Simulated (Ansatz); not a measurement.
GaAs, 2 atoms in the cell. The structure is tetragonal, space group P4/mmm (No. 123). Conventional cell: a = 3.810 Å, b = 3.810 Å, c = 2.739 Å, α = 90.00°, β = 90.00°, γ = 90.00°. Around Ga (site symmetry 4/mmm) lie 4 As at 2.69 Å and 2 Ga at 2.74 Å. As (site symmetry 4/mmm) has 4 Ga at 2.69 Å and 2 As at 2.74 Å as nearest neighbours. The cell was built by a generator and needn't be a form met in nature.

* Program: Ansatz 0.2.0
* Task: electric field gradients
* Functional: PBE
* Potentials or basis: all-electron PAW datasets made for the crystal
* Cutoff: 240 eV (chosen from the basis error)
* k mesh: 7 × 7 × 10
* Occupations: fermi-dirac, width 0.05 eV
* Spin: no spin polarisation

Potentials or basis: all-electron PAW datasets made for the crystal.

Launch:

```console
$ ansatz run input.yaml --threads 1 --pin off --max-ram 3072MiB --backend cpu --events-out ev --progress --plain --runs-dir out
```

Hardware: 1 thread of Intel(R) Xeon(R) Platinum 8375C CPU @ 2.90GHz (Ice Lake), with other jobs on the host.

Q: Estimate the wall time of this run.

A: Run time: 8 s on 1 thread of Intel(R) Xeon(R) Platinum 8375C CPU @ 2.90GHz (Ice Lake), on a shared host, peak memory 0.53 GiB. Counts: scf iterations 10, plane waves 339, k points 60, bands 13.
